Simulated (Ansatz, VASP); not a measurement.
# Sn in VASP and in Ansatz

```
CELL_PARAMETERS angstrom
0.00000 3.23334 3.23334
3.23334 0.00000 3.23334
3.23334 3.23334 0.00000
ATOMIC_POSITIONS crystal
Sn 0.75000 0.75000 0.75000
Sn 0.50000 0.50000 0.50000
```

This isn't the form of Sn at room conditions, which is tetragonal (white tin).

Alike in both runs: functional r2SCAN; k mesh 7 × 7 × 7; occupations fermi-dirac, width 0.05 eV; no spin polarisation.

|  | VASP | Ansatz |
| --- | --- | --- |
| version | VASP 6.6.1 | Ansatz 0.2.0 |
| potentials or method | VASP PAW PBE potentials, release 64 (Sn_d) | Ansatz PAW |
| plane-wave cutoff (eV) | 520 | 500 |
| valence electrons in the cell | 28 | 28 |
| task | single point | band structure |

|  | VASP | Ansatz | Ansatz less VASP |
| --- | --- | --- | --- |
| gap on the k mesh at the Fermi level (eV) | none | none | - |
| pressure (GPa) | 2.2 | 2.2 | +0.04 |

A gap of «none» marks a metal or a gap that the smearing closes.

Caveats: the PAW data sets were made with another functional, which shifts forces and pressure a little (VASP); spin-orbit coupling is left out, which moves the levels of the heavy elements (Ansatz); the PAW data sets come from PBE, with cores solved anew for the run's functional, which leaves a small shift of forces and pressure (Ansatz).
